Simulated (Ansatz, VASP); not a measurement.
# Cross-check of PC214 between VASP and Ansatz

Aim: how closely do two programs agree when they are given the same cell, functional and k mesh? The cell is taken from a series of runs on this material, whose earlier steps may have relaxed, scaled, displaced or heated it; both programs get it as it stands.

Calculated with Ansatz 0.2.0; plane waves, with VASP 6.6.1 beside it; single point at LDA.

## 1. The structure

The cell holds 215 atoms: 214 C and 1 P. Cell: a = 10.595 Å, b = 10.595 Å, c = 10.595 Å, α = 90.0°, β = 90.0°, γ = 90.0°. It derives from C (C (Fd-3m)). Nearest the centre at fractional (0.375, 0.375, 0.375): P215 at 0.00 Å, C105 at 1.93 Å, C106 at 1.93 Å, C16 at 1.93 Å, C107 at 1.93 Å, C31 at 1.93 Å, C78 at 1.93 Å, C39 at 2.66 Å. The cell carries charge −1.

## 2. Ansatz: single point, LDA

Ansatz runs on its default PAW (the set named soft_2) files.

With cell and atoms fixed, the geometry can't cause a difference; cores, projectors, grids and the points listed under the comparison can.

input.yaml reads:

```yaml
crystal:
  lattice:
    - [10.5951881, 0.0, 0.0]
    - [0.0, 10.5951881, 0.0]
    - [0.0, 0.0, 10.5951881]
  atoms:
    - { symbol: C, position: [0.00061103159, 0.00061108746, 0.00039490556] }
    - { symbol: C, position: [0.0018281117, 0.16782253157, 0.16760649898] }
    - { symbol: C, position: [0.16782236008, 0.00182774607, 0.16760655727] }
    - { symbol: C, position: [0.1678225515, 0.16782218866, 0.00161195978] }
    - { symbol: C, position: [0.08436215452, 0.08436226397, 0.08414620324] }
    - { symbol: C, position: [0.08600607377, 0.25196361697, 0.25174797929] }
    - { symbol: C, position: [0.25196334284, 0.08600565371, 0.25174763594] }
    - { symbol: C, position: [0.25196378966, 0.25196343154, 0.08578994504] }
    - { symbol: C, position: [0.00092650966, 0.00092635246, 0.33361445673] }
    - { symbol: C, position: [-0.00015556795, 0.16669563585, 0.50059196921] }
    - { symbol: C, position: [0.16669587397, -0.00015549392, 0.50059187287] }
    - { symbol: C, position: [0.17050509994, 0.17050508559, 0.33570404561] }
    - { symbol: C, position: [0.08461873359, 0.08461867088, 0.41751285984] }
    - { symbol: C, position: [0.08142509031, 0.2497369066, 0.5852232837] }
    - { symbol: C, position: [0.24973684953, 0.08142534042, 0.58522292092] }
    - { symbol: C, position: [0.25150439456, 0.25150409547, 0.42682138677] }
    - { symbol: C, position: [-0.00010709012, -0.00010725757, 0.66695440003] }
    - { symbol: C, position: [0.00027526837, 0.1667899863, 0.83402079518] }
    - { symbol: C, position: [0.16679028005, 0.00027524178, 0.83402066988] }
    - { symbol: C, position: [0.16621448568, 0.16621460368, 0.66763511581] }
    - { symbol: C, position: [0.08321564432, 0.08321543826, 0.75075707012] }
    - { symbol: C, position: [0.08395140052, 0.25037208379, 0.91761133331] }
    - { symbol: C, position: [0.2503723481, 0.08395125239, 0.91761107515] }
    - { symbol: C, position: [0.24973326271, 0.24973314011, 0.75049140021] }
    - { symbol: C, position: [0.00092688103, 0.33383032602, 0.00071089526] }
    - { symbol: C, position: [-0.00015536384, 0.50080780493, 0.16647987769] }
    - { symbol: C, position: [0.17050615587, 0.33592002678, 0.17029056776] }
    - { symbol: C, position: [0.16669618406, 0.50080751756, -0.00037128282] }
    - { symbol: C, position: [0.08461977689, 0.41772870287, 0.08440380625] }
    - { symbol: C, position: [0.08142526632, 0.58543924395, 0.24952056845] }
    - { symbol: C, position: [0.25150466596, 0.4270382627, 0.25128820054] }
    - { symbol: C, position: [0.24973687628, 0.58543895923, 0.08120932225] }
    - { symbol: C, position: [0.00054505291, 0.33397867148, 0.33376312232] }
    - { symbol: C, position: [-0.00074000612, 0.50023366119, 0.50001806316] }
    - { symbol: C, position: [0.16411249838, 0.33286373221, 0.50381693645] }
    - { symbol: C, position: [0.16411198933, 0.50403319454, 0.33264751446] }
    - { symbol: C, position: [0.08293591358, 0.41718364029, 0.41696792157] }
    - { symbol: C, position: [0.08211619962, 0.58375263176, 0.58353673426] }
    - { symbol: C, position: [0.24593370974, 0.41710252613, 0.58563873101] }
    - { symbol: C, position: [0.24593350322, 0.5858545822, 0.41688688339] }
    - { symbol: C, position: [-0.00120863656, 0.33320441404, 0.66765834618] }
    - { symbol: C, position: [-0.00076148409, 0.50015599771, 0.83343022124] }
    - { symbol: C, position: [0.16653596331, 0.33347221335, 0.83383213143] }
    - { symbol: C, position: [0.16452838318, 0.50023007113, 0.66832572969] }
    - { symbol: C, position: [0.08209318734, 0.41676251458, 0.7509598242] }
    - { symbol: C, position: [0.08288858278, 0.5836706287, 0.91633694441] }
    - { symbol: C, position: [0.25003842752, 0.4169171443, 0.91670226741] }
    - { symbol: C, position: [0.24915960659, 0.58327096751, 0.7499064532] }
    - { symbol: C, position: [-0.00010710834, 0.66717025993, -0.00032318795] }
    - { symbol: C, position: [0.00027525524, 0.83423672534, 0.16657398189] }
    - { symbol: C, position: [0.16621434317, 0.66785114246, 0.16599834572] }
    - { symbol: C, position: [0.16679023593, 0.8342366468, 5.916851e-05] }
    - { symbol: C, position: [0.08321532507, 0.75097311692, 0.08299928126] }
    - { symbol: C, position: [0.08395129585, 0.91782692005, 0.25015619815] }
    - { symbol: C, position: [0.24973336674, 0.75070735181, 0.24951709945] }
    - { symbol: C, position: [0.25037245648, 0.91782702563, 0.08373527312] }
    - { symbol: C, position: [-0.00120859685, 0.66787403776, 0.33298861437] }
    - { symbol: C, position: [-0.00076150505, 0.8336459382, 0.49994006211] }
    - { symbol: C, position: [0.16452806324, 0.66854180091, 0.50001452427] }
    - { symbol: C, position: [0.16653605719, 0.83404775342, 0.33325637875] }
    - { symbol: C, position: [0.08209332278, 0.75117565101, 0.41654662954] }
    - { symbol: C, position: [0.08288861062, 0.91655277963, 0.58345473239] }
    - { symbol: C, position: [0.24915939526, 0.75012242663, 0.58305516786] }
[... 36 lines left out ...]
    - { symbol: C, position: [0.50403375765, 0.33286393959, 0.16389653793] }
    - { symbol: C, position: [0.50023409811, 0.50023382969, -0.00095640788] }
    - { symbol: C, position: [0.41718424573, 0.41718388432, 0.08271947138] }
    - { symbol: C, position: [0.41710328136, 0.58585500501, 0.24571757528] }
    - { symbol: C, position: [0.58585484959, 0.41710268914, 0.24571857976] }
    - { symbol: C, position: [0.58375277897, 0.58375234578, 0.08190008999] }
    - { symbol: C, position: [0.32292912942, 0.49846272605, 0.4982467095] }
    - { symbol: C, position: [0.49846318371, 0.32292869682, 0.498247975] }
    - { symbol: C, position: [0.49846338382, 0.49846357649, 0.32271353265] }
    - { symbol: C, position: [0.41404696378, 0.57946099758, 0.5792450166] }
    - { symbol: C, position: [0.5794622743, 0.41404662137, 0.57924614559] }
    - { symbol: C, position: [0.57946192938, 0.57946196371, 0.41383109008] }
    - { symbol: C, position: [0.33278335665, 0.33278286452, 0.66681536873] }
    - { symbol: C, position: [0.33305004561, 0.49992866102, 0.83283249447] }
    - { symbol: C, position: [0.49992877885, 0.33304956994, 0.83283271338] }
    - { symbol: C, position: [0.49800379887, 0.49800323862, 0.66374529465] }
    - { symbol: C, position: [0.41598829125, 0.41598788356, 0.7492059068] }
    - { symbol: C, position: [0.41649475118, 0.5834310929, 0.91570301454] }
    - { symbol: C, position: [0.58343115113, 0.41649459719, 0.91570298486] }
    - { symbol: C, position: [0.58214491787, 0.58214443568, 0.74792311751] }
    - { symbol: C, position: [0.33320452749, 0.66787393057, -0.00142477398] }
    - { symbol: C, position: [0.33347276056, 0.83404786436, 0.16631983465] }
    - { symbol: C, position: [0.50023066068, 0.66854193455, 0.16431175951] }
    - { symbol: C, position: [0.50015612805, 0.83364598902, -0.00097812124] }
    - { symbol: C, position: [0.4167627836, 0.75117573207, 0.08187689422] }
    - { symbol: C, position: [0.41691740921, 0.91691847329, 0.24982209081] }
    - { symbol: C, position: [0.58327138306, 0.7501226173, 0.2489431533] }
    - { symbol: C, position: [0.58367097186, 0.91655281567, 0.08267227409] }
    - { symbol: C, position: [0.33278315414, 0.66703108958, 0.33256710662] }
    - { symbol: C, position: [0.33304979234, 0.83304854653, 0.49971259215] }
    - { symbol: C, position: [0.49800346808, 0.66396133349, 0.49778742125] }
    - { symbol: C, position: [0.49992882795, 0.83304867313, 0.33283353781] }
    - { symbol: C, position: [0.41598816323, 0.74942196968, 0.41577219255] }
    - { symbol: C, position: [0.41649470392, 0.91591895046, 0.58321502216] }
    - { symbol: C, position: [0.58214475295, 0.74813909105, 0.58192864374] }
    - { symbol: C, position: [0.58343121641, 0.91591910345, 0.41627872538] }
    - { symbol: C, position: [0.33223833748, 0.66534757083, 0.66513149749] }
    - { symbol: C, position: [0.33312952814, 0.83318232712, 0.83296611082] }
    - { symbol: C, position: [0.4995949403, 0.66601563188, 0.83192371976] }
    - { symbol: C, position: [0.4995949318, 0.83213971987, 0.66579964309] }
    - { symbol: C, position: [0.41613679453, 0.7490402044, 0.74882421202] }
    - { symbol: C, position: [0.41683774619, 0.9167844422, 0.9165683977] }
    - { symbol: C, position: [0.58317699605, 0.74969182949, 0.91551436102] }
    - { symbol: C, position: [0.58317718592, 0.91573032313, 0.7494757973] }
    - { symbol: C, position: [0.66717060871, -0.00010725242, -0.00032328885] }
    - { symbol: C, position: [0.6678510247, 0.16621435445, 0.16599831563] }
    - { symbol: C, position: [0.83423664596, 0.00027522136, 0.16657412796] }
    - { symbol: C, position: [0.83423682646, 0.16678998814, 5.911035e-05] }
    - { symbol: C, position: [0.75097310522, 0.08321529433, 0.08299940678] }
    - { symbol: C, position: [0.75070726913, 0.24973313154, 0.24951722193] }
    - { symbol: C, position: [0.91782698257, 0.08395125701, 0.25015621708] }
    - { symbol: C, position: [0.91782740084, 0.25037224, 0.08373537626] }
    - { symbol: C, position: [0.66787398986, -0.00120852336, 0.3329884481] }
    - { symbol: C, position: [0.66854235277, 0.16452773104, 0.50001423044] }
    - { symbol: C, position: [0.83364616136, -0.00076196164, 0.49994016646] }
    - { symbol: C, position: [0.83404799797, 0.16653582927, 0.3332563979] }
    - { symbol: C, position: [0.7511759003, 0.08209286005, 0.41654659692] }
    - { symbol: C, position: [0.75012273244, 0.24915916203, 0.58305527263] }
    - { symbol: C, position: [0.91655275817, 0.08288835765, 0.58345496319] }
    - { symbol: C, position: [0.91691843127, 0.25003800466, 0.41670152324] }
    - { symbol: C, position: [0.66675179235, -0.00100606304, 0.66653566835] }
    - { symbol: C, position: [0.66707896484, 0.16629618833, 0.83319817751] }
    - { symbol: C, position: [0.83352185463, -0.00012434143, 0.83330577048] }
    - { symbol: C, position: [0.83341424564, 0.16629604607, 0.66686272756] }
    - { symbol: C, position: [0.75007440922, 0.08279650745, 0.74985836346] }
    - { symbol: C, position: [0.75072921648, 0.24981105351, 0.91610490441] }
    - { symbol: C, position: [0.91710566725, 0.08341234831, 0.91688969212] }
    - { symbol: C, position: [0.91632104012, 0.24981086172, 0.75051313534] }
    - { symbol: C, position: [0.66787415829, 0.33320437723, -0.00142476974] }
    - { symbol: C, position: [0.66854160696, 0.50022991642, 0.16431230255] }
    - { symbol: C, position: [0.83404805388, 0.33347226908, 0.16632007219] }
    - { symbol: C, position: [0.83364620563, 0.50015599213, -0.00097772969] }
    - { symbol: C, position: [0.7511755604, 0.4167623056, 0.08187707349] }
    - { symbol: C, position: [0.75012261408, 0.58327099051, 0.24894326483] }
    - { symbol: C, position: [0.91691844944, 0.41691717916, 0.24982244982] }
    - { symbol: C, position: [0.91655296118, 0.5836706371, 0.08267236154] }
    - { symbol: C, position: [0.66703137455, 0.33278310238, 0.33256757274] }
    - { symbol: C, position: [0.66396164377, 0.49800346843, 0.49778760915] }
    - { symbol: C, position: [0.83304886393, 0.33304952144, 0.49971278769] }
    - { symbol: C, position: [0.83304872604, 0.4999286666, 0.33283378839] }
    - { symbol: C, position: [0.74942234633, 0.41598817352, 0.41577219236] }
    - { symbol: C, position: [0.74813939914, 0.5821446143, 0.58192868163] }
    - { symbol: C, position: [0.91591919915, 0.41649449469, 0.58321527675] }
    - { symbol: C, position: [0.91591932018, 0.58343099058, 0.41627886646] }
    - { symbol: C, position: [0.66534810669, 0.332237987, 0.66513229602] }
    - { symbol: C, position: [0.66601600491, 0.49959477071, 0.83192398944] }
    - { symbol: C, position: [0.83318267768, 0.33312955398, 0.83296672345] }
    - { symbol: C, position: [0.83214025972, 0.49959472596, 0.66579993383] }
    - { symbol: C, position: [0.74904069035, 0.41613664255, 0.74882465269] }
    - { symbol: C, position: [0.74969203669, 0.58317687422, 0.91551429826] }
    - { symbol: C, position: [0.91678487998, 0.41683754548, 0.9165689428] }
    - { symbol: C, position: [0.91573076048, 0.58317693306, 0.74947600846] }
    - { symbol: C, position: [0.66675180799, 0.6667514609, -0.00122203374] }
    - { symbol: C, position: [0.6670788133, 0.83341425595, 0.16608017129] }
    - { symbol: C, position: [0.83341445755, 0.66707855922, 0.16608034988] }
    - { symbol: C, position: [0.8335217922, 0.83352160265, -0.00034010771] }
    - { symbol: C, position: [0.75007439079, 0.75007417453, 0.08258076249] }
    - { symbol: C, position: [0.75072884476, 0.91632082002, 0.24959502303] }
    - { symbol: C, position: [0.91632103961, 0.75072885656, 0.2495949698] }
    - { symbol: C, position: [0.91710576406, 0.91710571808, 0.08319653756] }
    - { symbol: C, position: [0.66534823626, 0.66534817608, 0.33202222383] }
    - { symbol: C, position: [0.6660158748, 0.83214009441, 0.4993787697] }
    - { symbol: C, position: [0.83214015993, 0.66601568749, 0.49937905008] }
    - { symbol: C, position: [0.83318257113, 0.83318234127, 0.33291348293] }
    - { symbol: C, position: [0.74904071074, 0.7490404912, 0.41592071693] }
    - { symbol: C, position: [0.74969204077, 0.91573047267, 0.58296099815] }
    - { symbol: C, position: [0.91573068488, 0.74969178952, 0.58296113665] }
    - { symbol: C, position: [0.91678472571, 0.9167844736, 0.41662173748] }
    - { symbol: C, position: [0.66560514958, 0.66560485189, 0.66538911055] }
    - { symbol: C, position: [0.66655474555, 0.83286140879, 0.83264540029] }
    - { symbol: C, position: [0.83286150581, 0.6665545262, 0.83264545188] }
    - { symbol: C, position: [0.8328616535, 0.83286135977, 0.66633864793] }
    - { symbol: C, position: [0.74935633429, 0.74935631738, 0.74914024984] }
    - { symbol: C, position: [0.75009149234, 0.91644534352, 0.91622936114] }
    - { symbol: C, position: [0.91644549051, 0.7500912454, 0.91622955027] }
    - { symbol: C, position: [0.91644571574, 0.9164453368, 0.7498752989] }
    - { symbol: P, position: [0.37498393956, 0.37498491493, 0.37476801101] }
  host:
    repeats: [3, 3, 3]
    atoms:
      - { symbol: C, position: [0.0, 0.0, 0.0] }
      - { symbol: C, position: [0.0, 0.5, 0.5] }
      # ... 6 more atoms of the perfect host
total_charge: -1
basis:
  ecutwfc: 420
  xc_grid: 2
hamiltonian:
  xc: lda
kpoints:
  mp_grid: { grid: [1, 1, 1] }
magnetization:
  spin_polarized: true
  initial_magnetization: 0
  spin_locking: { lock_magnetization: hard }
scf:
  occupations: { method: fermi_dirac, width: 0.01 }
  max_iter: 60
  n_extra_bands: 16
  lower_state_search: "off"
output:
  forces: true
checkpoint:
  read: "../exc.ground.qm1.run"
  write: "../exc0_qm1.ground.l0.5.run"
  compress: false
  write_wavefunctions: false
  write_every: 100000
```

Started as:

```bash
$ ansatz run input.yaml --threads 12 --pin off --max-ram 56524MiB --backend cuda --events-out ev --progress --plain --runs-dir out
```

Log:

```text
Warning: the atoms were moved onto the symmetric positions of the space group found under crystal.symmetry.tolerance 1.0e-5 (fractional; no operation is sought that the atoms, as they stand in a round [...]
Warning: checkpoint.read: the run can stay near the saved state's solution: 214 site(s) moved relative to the saved geometry (max |Δs| = 5.201e-4 fractional); the SCF starts from the saved state under [...]
[...]
SCF 1 converged in 5 iterations: F = -52705.346954 eV  dr2 = 6.29e-8
[...]
SCF converged after 5 iterations
[...]
```

(Part 1 of 2 ends here.)

[Lines on the potential files, build, host, timing and source positions are cut from VASP's logs without a mark.]

[Logs are printed without paths, hosts, clocks, repeated set-up lines and the standing remarks that a program may print on its own settings, such as how far it seeks lower states.]

[Hosts, paths, dates, database ids (printed as entryN), source tags and the programs' standing remarks are cut or masked in the printed files.]
